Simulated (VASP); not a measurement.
# Ge in VASP: work function with PBE

Aim: the work function of Ge with PBE.

Program: VASP 6.6.1. These are calculated values, not measurements. Logs are shortened: lines on timing, memory, paths and dates and some standing lists are left out, and cuts for length are marked.

## Step 1: The cell of the first run

The cell holds a slab with vacuum, 8 atoms: a = 3.998 Å, b = 3.998 Å, c = 25.729 Å, α = 90.00°, β = 90.00°, γ = 120.00°.

The slab is cut from a database's or a generator's crystal, which needn't be the stable form of the element.

## Step 2: Work function, PBE (the (0 0 1) slab of Ge, cut from the database cell, not relaxed)

Contents of INCAR:

```
SYSTEM = Ge
  PREC = Accurate
  ENCUT = 520
  EDIFF = 1E-7
  ISMEAR = 0
  SIGMA = 0.05
  LREAL = .FALSE.
  LASPH = .TRUE.
  NELM = 60
  ALGO = Fast
  ISIF = 2
  LWAVE = .FALSE.
  LCHARG = .TRUE.
  LDIPOL = .TRUE.
  IDIPOL = 3
  DIPOL = 0.5 0.5 0.500
  GGA = PE
  LELF = .TRUE.
  LVHAR = .TRUE.
  LVACPOTAV = .TRUE.
```

Contents of KPOINTS:

```
Automatic mesh
0
G
  8 8 1
  0 0 0
```

Contents of POSCAR:

```
Ge
1.0
    3.9975858431      0.0000000000      0.0000000000
   -1.9987929215      3.4620108940      0.0000000000
    0.0000000000      0.0000000000     25.7292851696
Ge
8
Direct
    0.3333333300      0.6666666600      0.2914966331
    0.6666666700      0.3333333400      0.3237640762
    0.6666666700      0.3333333400      0.4197430634
    0.3333333300      0.6666666600      0.4520105064
    0.3333333300      0.6666666600      0.5479894936
    0.6666666700      0.3333333400      0.5802569366
    0.6666666700      0.3333333400      0.6762359238
    0.3333333300      0.6666666600      0.7085033669
```

Potentials or basis: VASP PAW PBE potentials, release 64 (Ge_d).

Started as:

```sh
> cat potpaw_PBE.64/Ge_d/POTCAR > POTCAR
> mpirun -np 1 vasp_std > vasp.out
```

OUTCAR:

```text
SYSTEM = Ge
   PREC = Accurate
   ENCUT = 520
   EDIFF = 1E-7
   ISMEAR = 0
   LREAL = .FALSE.
   LASPH = .TRUE.
   NELM = 60
   ISIF = 2
   GGA = PE

 ion  position               nearest neighbor table
   1  0.333  0.667  0.291-   2 2.45   2 2.45   2 2.45
   2  0.667  0.333  0.324-   1 2.45   1 2.45   1 2.45   3 2.47
   3  0.667  0.333  0.420-   4 2.45   4 2.45   4 2.45   2 2.47
   4  0.333  0.667  0.452-   3 2.45   3 2.45   3 2.45   5 2.47
   5  0.333  0.667  0.548-   6 2.45   6 2.45   6 2.45   4 2.47
   6  0.667  0.333  0.580-   5 2.45   5 2.45   5 2.45   7 2.47
   7  0.667  0.333  0.676-   8 2.45   8 2.45   8 2.45   6 2.47
   8  0.333  0.667  0.709-   7 2.45   7 2.45   7 2.45

  LATTYP: Found a hexagonal cell.
 ALAT       =     3.9975858431
 C/A-ratio  =     6.4362057951

  Lattice vectors:

 A1 = (   3.9975858431,   0.0000000000,   0.0000000000)
 A2 = (  -1.9987929215,   3.4620108940,   0.0000000000)
 A3 = (   0.0000000000,   0.0000000000,  25.7292851696)

Analysis of symmetry for initial positions (statically):
=====================================================================
 Subroutine PRICEL returns:
 Original cell was already a primitive cell.

 Routine SETGRP: Setting up the symmetry group for a
 hexagonal supercell.

 Subroutine GETGRP returns: Found 12 space group operations
 (whereof 12 operations were pure point group operations)
 out of a pool of 24 trial point group operations.

The static configuration has the point symmetry D_3h.

Analysis of symmetry for dynamics (positions and initial velocities):
=====================================================================
 Subroutine PRICEL returns:
 Original cell was already a primitive cell.

 Routine SETGRP: Setting up the symmetry group for a
 hexagonal supercell.

 Subroutine GETGRP returns: Found 12 space group operations
 (whereof 12 operations were pure point group operations)
 out of a pool of 24 trial point group operations.

The dynamic configuration has the point symmetry D_3h.

 Subroutine INISYM returns: Found 12 space group operations
 (whereof 12 operations are pure point group operations),
[... 97 lines left out ...]
   IBRION =     -1    ionic relax: 0-MD 1-quasi-New 2-CG
   NFREE  =      0    steps in history (QN), initial steepest desc. (CG)
   ISIF   =      2    stress and relaxation
   ISYM   =      2    0-nonsym 1-usesym 2-fastsym
   POTIM  = 0.5000    time-step for ionic-motion
   TEBEG  =    0.0;   TEEND  =   0.0 temperature during run
   PSTRESS=    0.0 pullay stress
   NELECT =     112.0000    total number of electrons
   NUPDOWN=      -1.0000    fix difference up-down
   EMIN   =  10.00;   EMAX   =-10.00  energy-range for DOS
   EFERMI =   0.00;   METHOD = LEGACY
   ISMEAR =     0;   SIGMA  =   0.05  broadening in eV -4-tet -1-fermi 0-gaus
   EFERMI_NEDOS =   21; number of points for ismear=-14 and -15
   IALGO  =     68    algorithm
   IMIX   =      4    mixing-type and parameters
     AMIX     =   0.40;   BMIX     =  1.00
     AMIX_MAG =   1.60;   BMIX_MAG =  1.00
  volume/ion in A,a.u.               =      44.51       300.37
  Fermi-wavevector in a.u.,A,eV,Ry     =   1.113344  2.103916 16.864907  1.239536
  Thomas-Fermi vector in A             =   2.249928
   LORBIT       =      0    0 simple, 1 ext, 2 COOP (PROOUT), +10 PAW based schemes
   GGA     = PE    functional components
   LHFCALC =     F    Hartree Fock is set to
   AEXX    =    0.0000 exact exchange contribution
   IVDW    =     0    specifies the selected vdW correction
   LEPSILON=     F    determine dielectric tensor
   LRPA    =     F    only Hartree local field effects (RPA)
 non-spin polarized calculation
 RMM-DIIS sequential band-by-band and
 Gauss-broadening in eV      SIGMA  =   0.05
  energy-cutoff  :      520.00
  volume of cell :      356.09
 maximum number of plane-waves:      9677
 NGX is ok and might be reduce to    30
   NGX = 15   NGY = 15   NGZ = 95

 dipolmoment           0.000000      0.000000      0.000000 electrons x Angstroem

 number of electron     112.0000097 magnetization

 dipolmoment           0.000000      0.000000     -0.000000 electrons x Angstroem

 Free energy of the ion-electron system (eV)
  ---------------------------------------------------
  ext. energy  EPLUGINS =         0.00000000
  ---------------------------------------------------
  free energy    TOTEN  =       -33.94852460 eV

  energy without entropy =      -33.93644718  energy(sigma->0) =      -33.94248589

 E-fermi :   0.0390     XC(G=0):  -5.6257

 val. band max:        0.0106221207   @ k =   0.2500   0.0000   0.0000
 cond. band min:       0.0499633170   @ k =   0.3750   0.0000   0.0000
 fundamental gap:      0.0393411963
 Fermi energy:         0.0390003127

 k-point     1 :       0.0000    0.0000    0.0000
  band No.  band energies     occupation
      1     -24.6215      2.00000
      2     -24.6215      2.00000
      3     -24.6053      2.00000
      4     -24.6053      2.00000
      5     -24.5755      2.00000
      6     -24.5544      2.00000
[... 689 lines left out ...]
     66       5.6467      0.00000
     67       6.0362      0.00000

------------------------ aborting loop because EDIFF is reached ----------------------------------------

  FORCE on cell =-STRESS in cart. coord.  units (eV):
  Direction    XX          YY          ZZ          XY          YZ          ZX
  --------------------------------------------------------------------------------------
  -------------------------------------------------------------------------------------
  Total        3.5174973      3.5174973      3.1919305      0.0000000     -0.0000000      0.0000000
  in kB       15.8267012     15.8267012     14.3618390      0.0000000     -0.0000000      0.0000000
  external PRESSURE =      15.3384138 kB  Pullay stress =       0.0000000 kB

 VOLUME and BASIS-vectors are now :
 -----------------------------------------------------------------------------
  energy-cutoff  :      520.00
  volume of cell :      356.09
      direct lattice vectors                 reciprocal lattice vectors
     3.997585843  0.000000000  0.000000000     0.250150976  0.144424733  0.000000000
    -1.998792921  3.462010894  0.000000000     0.000000000  0.288849467  0.000000000
     0.000000000  0.000000000 25.729285170     0.000000000  0.000000000  0.038866218

 POSITION                                       TOTAL-FORCE (eV/Angst)
 -----------------------------------------------------------------------------------
      0.00000      2.30801      7.50000         0.000000     -0.000000     -0.190318
      1.99879      1.15400      8.33022        -0.000000     -0.000000     -0.214770
      1.99879      1.15400     10.79969         0.000000      0.000000      0.046114
      0.00000      2.30801     11.62991        -0.000000      0.000000      0.228391
      0.00000      2.30801     14.09938         0.000000      0.000000     -0.228391
      1.99879      1.15400     14.92960         0.000000      0.000000     -0.046114
      1.99879      1.15400     17.39907         0.000000     -0.000000      0.214770
      0.00000      2.30801     18.22929        -0.000000      0.000000      0.190318
 -----------------------------------------------------------------------------------
    total drift:                                0.000000     -0.000001      0.000000

  FREE ENERGIE OF THE ION-ELECTRON SYSTEM (eV)
  ---------------------------------------------------
  free  energy   TOTEN  =       -33.9485246018 eV

  energy  without entropy=      -33.9364471826  energy(sigma->0) =      -33.94248589

 vacuum level on the upper side and lower side of the slab         4.719         4.719
```

Wall time 4.3 min (1 thread of Intel Xeon 6975P-C (Granite Rapids), shared host); peak memory 0.5 GiB.

Results:

```yaml
Free_energy: -33.9485 eV
Largest_force: 0.228 eV/Å
Band_gap_on_the_k_mesh: none (metal or under the smearing width)
Work_function_of_the_upper_face: 4.68 eV
Work_function_of_the_lower_face: 4.68 eV
```

Forces on the atoms (eV/Å):
```
Ge   0.000  0.000 -0.190
Ge   0.000  0.000 -0.215
Ge   0.000  0.000  0.046
Ge   0.000  0.000  0.228
Ge   0.000  0.000 -0.228
Ge   0.000  0.000 -0.046
Ge   0.000  0.000  0.215
Ge   0.000  0.000  0.190
```
